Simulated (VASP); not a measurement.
**P under changes of volume**

One of the cells (14.632 Å³/atom); the others are scaled copies at fixed shape and fractional positions:

```
CELL_PARAMETERS angstrom
2.44075 0.00000 0.00000
0.00000 2.45468 0.00000
-0.02045 0.00000 4.88457
ATOMIC_POSITIONS crystal
P 0.00000 0.00000 0.74943
P 0.00000 0.00000 0.25057
```

This isn't the form of P at room conditions, which is orthorhombic.

* Program: VASP 6.6.1
* Functional: PBE
* Potentials or basis: VASP PAW PBE potentials, release 64 (P)
* Cutoff: 520 eV
* k mesh: 11 × 11 × 6
* Occupations: fermi-dirac, width 0.05 eV
* Spin: no spin polarisation

| volume (Å³/atom) | energy over the lowest point (meV/atom) | pressure (GPa) | largest force (eV/Å) |
| --- | --- | --- | --- |
| 13.485 | 33.47 | 10.3 | 0.016 |
| 13.772 | ? | ? | ? |
| 14.059 | 7.01 | 4.6 | 0.008 |
| 14.632 | 0.00 | -0.4 | 0.002 |
| 14.919 | 2.43 | -2.2 | 0.000 |
| 15.206 | 7.65 | -3.9 | 0.001 |

Q: What does the run at 13.772 Å³/atom give?

A: Energy over the lowest point 17.82 meV/atom; pressure 7.4 GPa; largest force 0.012 eV/Å.

Worked out: A Birch-Murnaghan fit of order 3 (a polynomial in V^(-2/3)) to the other rows has its minimum at 14.59 Å³/atom with B0 = V·E''(V) = 105 GPa and B' = 6.7 at fixed shape and positions, which overstates the stiffness. It gives 17.41 meV/atom at 13.772 Å³/atom, against the run's 17.82, and -dE/dV = 7.3 GPa, against 7.4.

Energies are extrapolated to zero smearing.
